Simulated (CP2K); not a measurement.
W under changes of volume

One of the cells (16.731 Å³/atom); the others are scaled copies at fixed shape and fractional positions:

```
W
1.0
     2.87085    0.00000    0.00000
     1.43543    2.48623    0.00000
     1.43543    0.82874    2.34404
W
1
Direct
  0.00000 0.00000 0.00000
```

This isn't the form of W at room conditions, which is bcc.

| Item | Value |
| --- | --- |
| Program | CP2K 2026.2 |
| Functional | PBEsol |
| Potentials or basis | POTENTIAL_UZH W GTH-PBE-q14; TZVP-MOLOPT-PBE-GTH basis |
| Density cutoff | 6123 eV |
| k mesh | 11 × 11 × 11 |
| Occupations | fermi-dirac, width 0.05 eV |
| Spin | no spin polarisation |

| volume (Å³/atom) | energy over the lowest point (meV/atom) | pressure (GPa) |
| --- | --- | --- |
| 15.727 | 3.52 | 5.2 |
| 16.062 | 0.00 | -1.6 |
| 16.396 | 9.90 | -7.6 |
| 16.731 | ? | ? |
| 17.065 | 64.48 | -17.8 |
| 17.400 | 106.63 | -22.1 |
| 17.735 | 157.17 | -25.9 |

Q: What does the run at 16.731 Å³/atom give?

A: Energy over the lowest point 31.83 meV/atom; pressure -13.0 GPa.

Worked out: A Birch-Murnaghan fit of order 3 (a polynomial in V^(-2/3)) to the other rows has its minimum at 15.98 Å³/atom with B0 = V·E''(V) = 318 GPa and B' = 4.7. It gives 31.92 meV/atom at 16.731 Å³/atom, against the run's 31.83, and -dE/dV = -13.2 GPa, against -13.0.

Energies are extrapolated to zero smearing.

Caveats: the potentials were made for another functional, which shifts forces and pressure; the basis of atomic orbitals isn't converged, which shifts pressures, moduli and gaps.
